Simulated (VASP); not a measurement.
# TaC (Fm-3m) in VASP: further runs

Runs on TaC. Level: PBE. Tasks: relaxation of the atoms.

Program: VASP 6.6.1. These are calculated values, not measurements. Logs are shortened: lines on timing, memory, paths and dates and some standing lists are left out, and cuts for length are marked.

## Step 1: The undisturbed crystal

Symmetry: Fm-3m, No. 225, cubic system. Conventional cell: a = 4.446 Å, b = 4.446 Å, c = 4.446 Å, α = 90.00°, β = 90.00°, γ = 90.00°. Ta (site symmetry m-3m) is surrounded by 6 C at 2.22 Å. C (site symmetry m-3m) is surrounded by 6 Ta at 2.22 Å.

## Step 2: Relaxation of the atoms, PBE (a relaxed cell with its volume scaled by 0.94)

File INCAR:

```
SYSTEM = TaC
  PREC = Accurate
  ENCUT = 600
  EDIFF = 1E-7
  ISMEAR = 1
  SIGMA = 0.1
  LREAL = .FALSE.
  LASPH = .TRUE.
  NELM = 80
  ALGO = Fast
  ISIF = 2
  LWAVE = .FALSE.
  LCHARG = .FALSE.
  GGA = PE
  IBRION = 2
  NSW = 40
  EDIFFG = -0.01
```

File KPOINTS:

```
regular mesh
0
G
  14 14 14
  0 0 0
```

File POSCAR:

```
TaC                                     
1.0
    0.0000000000      2.1934022678      2.1934022678
    2.1934022678     -0.0000000000      2.1934022678
    2.1934022678      2.1934022678      0.0000000000
  Ta              C             
     1     1
Direct
     0.0000000000000000    0.0000000000000000    0.0000000000000000
     0.5000000000000000    0.5000000000000000    0.5000000000000000
```

Potentials or basis: VASP PAW PBE potentials, release 64 (Ta_pv, C).

On the command line:

```bash
cat potpaw_PBE.64/Ta_pv/POTCAR potpaw_PBE.64/C/POTCAR > POTCAR
mpirun -np 1 vasp_std > vasp.out
```

OUTCAR:

```text
SYSTEM = TaC
   PREC = Accurate
   ENCUT = 600
   EDIFF = 1E-7
   ISMEAR = 1
   LREAL = .FALSE.
   LASPH = .TRUE.
   NELM = 80
   ISIF = 2
   GGA = PE
   IBRION = 2
   NSW = 40
   EDIFFG = -0.01

 ion  position               nearest neighbor table
   1  0.000  0.000  0.000-   2 2.19   2 2.19   2 2.19   2 2.19   2 2.19   2 2.19
   2  0.500  0.500  0.500-   1 2.19   1 2.19   1 2.19   1 2.19   1 2.19   1 2.19

  LATTYP: Found a face centered cubic cell.
 ALAT       =     4.3868045356

  Lattice vectors:

 A1 = (   0.0000000000,   2.1934022678,   2.1934022678)
 A2 = (   2.1934022678,   0.0000000000,   2.1934022678)
 A3 = (   2.1934022678,   2.1934022678,   0.0000000000)

Analysis of symmetry for initial positions (statically):
=====================================================================
 Subroutine PRICEL returns:
 Original cell was already a primitive cell.

 Routine SETGRP: Setting up the symmetry group for a
 face centered cubic supercell.

 Subroutine GETGRP returns: Found 48 space group operations
 (whereof 48 operations were pure point group operations)
 out of a pool of 48 trial point group operations.

The static configuration has the point symmetry O_h .

Analysis of symmetry for dynamics (positions and initial velocities):
=====================================================================
 Subroutine PRICEL returns:
 Original cell was already a primitive cell.

 Routine SETGRP: Setting up the symmetry group for a
 face centered cubic supercell.

 Subroutine GETGRP returns: Found 48 space group operations
 (whereof 48 operations were pure point group operations)
 out of a pool of 48 trial point group operations.

The dynamic configuration has the point symmetry O_h .

 Subroutine INISYM returns: Found 48 space group operations
 (whereof 48 operations are pure point group operations),
 and found     1 'primitive' translations

----------------------------------------------------------------------------------------

                                     Primitive cell

  volume of cell :      21.1050

  direct lattice vectors                    reciprocal lattice vectors
     0.000000000  2.193402268  2.193402268    -0.227956361  0.227956361  0.227956361
     2.193402268  0.000000000  2.193402268     0.227956361 -0.227956361  0.227956361
     2.193402268  2.193402268  0.000000000     0.227956361  0.227956361 -0.227956361

  length of vectors
     3.101939235  3.101939235  3.101939235     0.394832000  0.394832000  0.394832000
[... 93 lines left out ...]
   NUPDOWN=      -1.0000    fix difference up-down
   EMIN   =  10.00;   EMAX   =-10.00  energy-range for DOS
   EFERMI =   0.00;   METHOD = LEGACY
   ISMEAR =     1;   SIGMA  =   0.10  broadening in eV -4-tet -1-fermi 0-gaus
   EFERMI_NEDOS =   21; number of points for ismear=-14 and -15
   IALGO  =     68    algorithm
   IMIX   =      4    mixing-type and parameters
     AMIX     =   0.40;   BMIX     =  1.00
     AMIX_MAG =   1.60;   BMIX_MAG =  1.00
  volume/ion in A,a.u.               =      10.55        71.21
  Fermi-wavevector in a.u.,A,eV,Ry     =   1.460978  2.760848 29.041041  2.134456
  Thomas-Fermi vector in A             =   2.577364
   LORBIT       =      0    0 simple, 1 ext, 2 COOP (PROOUT), +10 PAW based schemes
   GGA     = PE    functional components
   LHFCALC =     F    Hartree Fock is set to
   AEXX    =    0.0000 exact exchange contribution
   IVDW    =     0    specifies the selected vdW correction
   LEPSILON=     F    determine dielectric tensor
   LRPA    =     F    only Hartree local field effects (RPA)
 conjugate gradient relaxation of ions
 non-spin polarized calculation
 RMM-DIIS sequential band-by-band and
 Methfessel and Paxton  Order N= 1 SIGMA  =   0.10
  energy-cutoff  :      600.00
  volume of cell :       21.10
 maximum number of plane-waves:       725
 NGX is ok and might be reduce to    28
   NGX = 13   NGY = 13   NGZ = 13

 number of electron      15.0000000 magnetization

 Free energy of the ion-electron system (eV)
  ---------------------------------------------------
  ext. energy  EPLUGINS =         0.00000000
  ---------------------------------------------------
  free energy    TOTEN  =       -22.10599692 eV

  energy without entropy =      -22.10561454  energy(sigma->0) =      -22.10586946

 E-fermi :   8.9771     XC(G=0): -13.4488

 val. band max:        8.9492662443   @ k =  -0.2143   0.1429   0.0000
 cond. band min:       9.0032044442   @ k =   0.1429   0.0714   0.0000
 fundamental gap:      0.0539381999
 Fermi energy:         8.9770765152

 k-point     1 :       0.0000    0.0000    0.0000
  band No.  band energies     occupation
      1     -26.0433      2.00000
      2     -26.0433      2.00000
      3     -26.0433      2.00000
      4      -6.2783      2.00000
      5       7.4567      2.00000
      6       7.4567      2.00000
      7       7.4567      2.00000
      8       8.3540      2.00000
      9       8.3540      2.00000
     10       8.3540      2.00000
     11       9.5870     -0.00000
[... 309 lines left out ...]
 k-point    24 :       0.2857    0.1429    0.0000
  band No.  band energies     occupation
      1     -26.4699      2.00000
      2     -26.1509      2.00000
      3     -26.1369      2.00000
      4      -4.4098      2.00000
      5       2.8700      2.00000
      6       4.6755      2.00000
      7       5.4013      2.00000
      8       7.5900      2.00000
      9      10.5085     -0.00000
     10      11.3568      0.00000
     11      13.1327      0.00000

 [... further k-points ...]

------------------------ aborting loop because EDIFF is reached ----------------------------------------

  FORCE on cell =-STRESS in cart. coord.  units (eV):
  Direction    XX          YY          ZZ          XY          YZ          ZX
  --------------------------------------------------------------------------------------
  -------------------------------------------------------------------------------------
  Total        3.0157149      3.0157149      3.0157149     -0.0000000     -0.0000000      0.0000000
  in kB      228.9370051    228.9370051    228.9370051     -0.0000000     -0.0000000      0.0000000
  external PRESSURE =     228.9370051 kB  Pullay stress =       0.0000000 kB

 VOLUME and BASIS-vectors are now :
 -----------------------------------------------------------------------------
  energy-cutoff  :      600.00
  volume of cell :       21.10
      direct lattice vectors                 reciprocal lattice vectors
     0.000000000  2.193402268  2.193402268    -0.227956361  0.227956361  0.227956361
     2.193402268  0.000000000  2.193402268     0.227956361 -0.227956361  0.227956361
     2.193402268  2.193402268  0.000000000     0.227956361  0.227956361 -0.227956361

 POSITION                                       TOTAL-FORCE (eV/Angst)
 -----------------------------------------------------------------------------------
      0.00000      0.00000      0.00000         0.000000      0.000000      0.000000
      2.19340      2.19340      2.19340         0.000000      0.000000     -0.000000
 -----------------------------------------------------------------------------------
    total drift:                                0.000000      0.000000      0.000000

  FREE ENERGIE OF THE ION-ELECTRON SYSTEM (eV)
  ---------------------------------------------------
  free  energy   TOTEN  =       -22.1059969184 eV

  energy  without entropy=      -22.1056145372  energy(sigma->0) =      -22.10586946

 reached required accuracy - stopping structural energy minimisation
```

OSZICAR:

```text
N       E                     dE             d eps       ncg     rms          rms(c)
DAV:   1     0.853523946398E+02    0.85352E+02   -0.90148E+03  2288   0.149E+03
DAV:   2    -0.221034220447E+02   -0.10746E+03   -0.10343E+03  2637   0.343E+02
DAV:   3    -0.255250004598E+02   -0.34216E+01   -0.33744E+01  2947   0.537E+01
DAV:   4    -0.255731344624E+02   -0.48134E-01   -0.46694E-01  2638   0.579E+00
DAV:   5    -0.255739724263E+02   -0.83796E-03   -0.83428E-03  2911   0.574E-01    0.269E+01
RMM:   6    -0.220347883569E+02    0.35392E+01   -0.10751E+01  2386   0.225E+01    0.108E+01
RMM:   7    -0.221309418311E+02   -0.96153E-01   -0.16356E+00  2402   0.910E+00    0.592E+00
RMM:   8    -0.221183642205E+02    0.12578E-01   -0.17600E-01  2330   0.314E+00    0.908E-01
RMM:   9    -0.221063248848E+02    0.12039E-01   -0.10044E-01  2354   0.197E+00    0.217E-01
RMM:  10    -0.221063253293E+02   -0.44455E-06   -0.10671E-02  2353   0.864E-01    0.200E-01
RMM:  11    -0.221059675979E+02    0.35773E-03   -0.18037E-03  2386   0.361E-01    0.586E-02
RMM:  12    -0.221059925440E+02   -0.24946E-04   -0.30292E-04  2377   0.160E-01    0.383E-02
RMM:  13    -0.221059955070E+02   -0.29630E-05   -0.71123E-05  2477   0.780E-02    0.270E-03
RMM:  14    -0.221059966800E+02   -0.11730E-05   -0.14343E-05  2465   0.361E-02    0.822E-03
RMM:  15    -0.221059968457E+02   -0.16568E-06   -0.35285E-06  2361   0.196E-02    0.326E-04
RMM:  16    -0.221059968992E+02   -0.53589E-07   -0.10009E-06  2088   0.978E-03    0.902E-04
RMM:  17    -0.221059969184E+02   -0.19196E-07   -0.20822E-07  1549   0.421E-03
   1 F= -.22105997E+02 E0= -.22105869E+02  d E =-.221060E+02
```

Wall time 46 s (1 thread of Intel Xeon Platinum 8259CL at 2.50GHz (Skylake/Cascade Lake), shared host); peak memory 0.18 GiB.

What came out:

```yaml
Free_energy: -22.1060 eV
Pressure_after_relaxing: 22.9 GPa
Band_gap_on_the_k_mesh: none (metal or under the smearing width)
```

Final structure:
```xyz
2
Lattice="0.0000 2.1934 2.1934 2.1934 0.0000 2.1934 2.1934 2.1934 0.0000" Properties=species:S:1:pos:R:3 pbc="T T T"
Ta    0.0000    0.0000    0.0000
C     2.1934    2.1934    2.1934
```

Levels at points of the mesh, in eV from the Fermi level:
| k point | band 5 | band 6 | band 7 | band 8 | band 9 | band 10 | band 11 |
| --- | --- | --- | --- | --- | --- | --- | --- |
| (0.00, 0.00, 0.00) | -1.52 | -1.52 | -1.52 | -0.62 | -0.62 | -0.62 | 0.61 |
| (0.50, 0.00, 0.00) | -9.16 | -5.85 | -5.85 | 2.83 | 2.83 | 3.87 | 5.46 |
| (0.50, 0.50, 0.00) | -4.93 | -4.74 | -1.89 | -1.89 | 2.71 | 4.31 | 4.31 |

Caveat: the relaxation stopped at its first step, so nothing moved.

## Step 3: Relaxation of the atoms, PBE (a relaxed cell with its volume scaled by 0.96)

INCAR is that of step 2.

KPOINTS is that of step 2.

File POSCAR:

```
TaC                                     
1.0
    0.0000000000      2.2088492716      2.2088492716
    2.2088492716     -0.0000000000      2.2088492716
    2.2088492716      2.2088492716      0.0000000000
  Ta              C             
     1     1
Direct
     0.0000000000000000    0.0000000000000000    0.0000000000000000
     0.5000000000000000    0.5000000000000000    0.5000000000000000
```

Potentials or basis: VASP PAW PBE potentials, release 64 (Ta_pv, C).

On the command line:

```bash
cat potpaw_PBE.64/Ta_pv/POTCAR potpaw_PBE.64/C/POTCAR > POTCAR
mpirun -np 1 vasp_std > vasp.out
```

Wall time 45 s (1 thread of Intel Xeon Platinum 8259CL at 2.50GHz (Skylake/Cascade Lake), shared host); peak memory 0.18 GiB.

The run converged. Its results:

| Item | Value |
| --- | --- |
| Free energy | -22.1586 eV |
| Pressure after relaxing | 14.5 GPa |
| Band gap on the k mesh | none (metal or under the smearing width) |

Final structure:
```xyz
2
Lattice="0.0000 2.2088 2.2088 2.2088 0.0000 2.2088 2.2088 2.2088 0.0000" Properties=species:S:1:pos:R:3 pbc="T T T"
Ta    0.0000    0.0000    0.0000
C     2.2088    2.2088    2.2088
```

Levels at points of the mesh, in eV from the Fermi level:
```tsv
k point	band 6	band 7	band 8	band 9	band 10	band 11
(0.00, 0.00, 0.00)	-1.48	-1.48	-0.61	-0.61	-0.61	0.59
(0.50, 0.00, 0.00)	-5.73	-5.73	2.74	2.74	3.75	5.38
(0.50, 0.50, 0.00)	-4.74	-1.88	-1.88	2.62	4.17	4.17
```

Caveat: the relaxation stopped at its first step, so nothing moved. Spin-orbit coupling is left out, which matters for the levels of Ta.

## Step 4: Relaxation of the atoms, PBE (a relaxed cell with its volume scaled by 0.98)

INCAR is that of step 3.

KPOINTS is that of step 3.

File POSCAR:

```
TaC                                     
1.0
    0.0000000000      2.2240831963      2.2240831963
    2.2240831963     -0.0000000000      2.2240831963
    2.2240831963      2.2240831963      0.0000000000
  Ta              C             
     1     1
Direct
     0.0000000000000000    0.0000000000000000    0.0000000000000000
     0.5000000000000000    0.5000000000000000    0.5000000000000000
```

On the command line:

```bash
cat potpaw_PBE.64/Ta_pv/POTCAR potpaw_PBE.64/C/POTCAR > POTCAR
mpirun -np 1 vasp_std > vasp.out
```

Wall time 45 s (1 thread of Intel Xeon Platinum 8259CL at 2.50GHz (Skylake/Cascade Lake), shared host); peak memory 0.18 GiB.

Results (log left out):

```
Free energy             : -22.1887 eV
Pressure after relaxing : 6.9 GPa
Band gap on the k mesh  : none (metal or under the smearing width)
```

Final structure:
```xyz
2
Lattice="0.0000 2.2241 2.2241 2.2241 0.0000 2.2241 2.2241 2.2241 0.0000" Properties=species:S:1:pos:R:3 pbc="T T T"
Ta    0.0000    0.0000    0.0000
C     2.2241    2.2241    2.2241
```

Levels at points of the mesh, in eV from the Fermi level:
```tsv
k point	band 6	band 7	band 8	band 9	band 10	band 11
(0.00, 0.00, 0.00)	-1.44	-1.44	-0.59	-0.59	-0.59	0.57
(0.50, 0.00, 0.00)	-5.61	-5.61	2.65	2.65	3.64	5.32
(0.50, 0.50, 0.00)	-4.67	-1.88	-1.88	2.54	4.04	4.04
```

Caveat: the relaxation stopped at its first step, so nothing moved.

## Step 5: Overview

| cell | gap on the mesh (eV) | pressure (GPa) |
| --- | --- | --- |
| atoms relaxed from: a relaxed cell with its volume scaled by 0.94 | none | 22.9 |
| atoms relaxed from: a relaxed cell with its volume scaled by 0.96 | none | 14.5 |
| atoms relaxed from: a relaxed cell with its volume scaled by 0.98 | none | 6.9 |

Alike in all rows: task relaxation of the atoms; level PBE; potentials or basis VASP PAW PBE potentials, release 64 (Ta_pv, C); no spin polarisation; k mesh 14 × 14 × 14; cutoff (eV) 600; smearing methfessel-paxton 0.1 eV.

Caveats: the relaxation stopped at its first step, so nothing moved.

Total energies depend on the potentials used, so only differences within one code and one set of settings carry meaning.
